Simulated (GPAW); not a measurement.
# TaS2: relaxation of cell and atoms with SOGGA

TaS2:

```xyz
3
Lattice="3.3500 0.0000 0.0000 -1.6750 2.9012 0.0000 0.0000 0.0000 5.8600" Properties=species:S:1:pos:R:3 pbc="T T T"
Ta    0.0000    0.0000    0.0000
S     1.6750    0.9671    4.3950
S     0.0000    1.9341    1.4650
```

```json
{
  "Program": "GPAW 26.7.0",
  "Task": "relaxation of cell and atoms",
  "Functional": "SOGGA",
  "Potentials or basis": "PAW data sets generated in the run's folder for this functional",
  "Cutoff": "600 eV",
  "Basis": "pw",
  "k mesh": "7 × 7 × 4",
  "Occupations": "fermi-dirac, width 0.05 eV",
  "Spin": "no spin polarisation",
  "Maxiter": "150",
  "Optimizer": "BFGS",
  "Fmax": "0.02 eV/Å",
  "Max steps": "100",
  "Convergence": "density=1e-06 energy=1e-06 eigenstates=1e-10"
}
```

- Relaxed volume: 18.54 Å³/atom
- Relaxed cell: a = 3.315 Å, b = 3.315 Å, c = 5.844 Å, α = 90.00°, β = 90.00°, γ = 120.00°
- Space group after relaxing (to 0.05 Å): P-3m1 (No. 164)
- Energy gained by relaxing: 24.5 meV/atom
- Ionic steps: 13
- Pressure after relaxing: 0.0 GPa
- Band gap on the k mesh: none (metal or under the smearing width)

Step by step:
```csv
step,energy change (eV),largest force (eV/Å),pressure (GPa),volume (Å³)
1,0.0000,0.9995,4.44,56.95
2,-0.0349,0.6278,1.99,57.38
3,-0.0577,0.0968,-1.31,57.89
4,-0.0601,0.0482,-1.48,57.81
5,-0.0697,0.0921,-1.32,57.01
6,-0.0717,0.0468,-0.63,56.61
7,-0.0720,0.0190,-0.10,56.42
8,-0.0721,0.0270,-0.05,56.40
9,-0.0724,0.0651,0.22,56.19
10,-0.0728,0.0783,0.37,55.93
11,-0.0732,0.0546,0.31,55.64
12,-0.0734,0.0180,0.11,55.58
13,-0.0735,0.0008,0.01,55.61
```

Final structure:
```xyz
3
Lattice="3.3147 0.0000 0.0000 -1.6574 2.8706 0.0000 0.0000 0.0000 5.8445" Properties=species:S:1:pos:R:3 pbc="T T T"
Ta    0.0000    0.0000    0.0000
S     1.6574    0.9569    4.2994
S     0.0000    1.9137    1.5450
```

Levels at points of the mesh, in eV from the Fermi level:
```tsv
k point	band 11	band 12	band 13	band 14	band 15	band 16
(0.00, 0.00, 0.00)	-0.50	-0.50	-0.10	0.20	0.20	3.79
(0.00, 0.00, 0.50)	-0.70	-0.70	0.16	0.16	1.08	4.32
```

It took 5 min on 1 thread of Intel(R) Xeon(R) Platinum 8259CL CPU @ 2.50GHz (Skylake/Cascade Lake), with other jobs on the host, peak memory 0.34 GiB.

Caveat: later steps reuse the first step's grids. Spin-orbit coupling is left out, which matters for the levels of Ta.
